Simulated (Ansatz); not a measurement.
One structure, 3 elements: TiSi2, ZrSi2, HfSi2

Plane-wave DFT in Ansatz with scalar-relativistic PAW potentials, cutoff 420 eV, Γ-centred meshes chosen by cell and gap, Gaussian smearing with energies taken to zero width. Every cell was relaxed (cell and atoms) in a run of its own, within the symmetry of its start. Functional: PBEsol.

All members share space group Cmcm and the same sites; only the element on one set of sites changes (Ti, Zr, Hf). Members needn't be the stable form of their composition. Energies over the elements, where given, are against the elements' standard states in the same functional (H₂, N₂, O₂ and halogens uncorrected, Hg as a solid). The first member:

Space group Cmcm (No. 63). a = 3.517 Å, b = 13.348 Å, c = 3.556 Å, α = 90.00°, β = 90.00°, γ = 90.00°
```json
{"atom": "Ti", "site": "4c", "symmetry": "m2m", "x": "0.5000", "y": "0.6025", "z": "0.7500"}
{"atom": "Si", "site": "4c", "symmetry": "m2m", "x": "0.5000", "y": "0.9400", "z": "0.7500"}
{"atom": "Si", "site": "4c", "symmetry": "m2m", "x": "0.0000", "y": "0.7503", "z": "0.7500"}
```

| compound | V (Å³/atom) | a (Å) | b (Å) | c (Å) | energy over elements (eV/atom) |
| --- | --- | --- | --- | --- | --- |
| TiSi2 | 13.91 | 3.517 | 13.348 | 3.556 | -0.674 |
| HfSi2 | 15.87 | 3.650 | 14.345 | 3.636 | -0.665 |

Task: Predict the member with Zr.

Result: V (Å³/atom) 16.31, a (Å) 3.674, b (Å) 14.566, c (Å) 3.657, energy over elements (eV/atom) -0.761. Interpolating linearly in period between Ti and Hf would give 14.89 Å³/atom (8.7 % too small), with -0.669 eV/atom over the elements. Over the whole series the volume has no steady trend down the group (least for Ti); all are metallic on the mesh; binding against the elements is strongest for Zr. Hf is no larger than Zr here (15.87 against 16.31 Å³/atom), as one expects from the lanthanide contraction and relativistic shrinking of 6s.

Spin-orbit coupling is left out, which matters for the bands of heavy elements.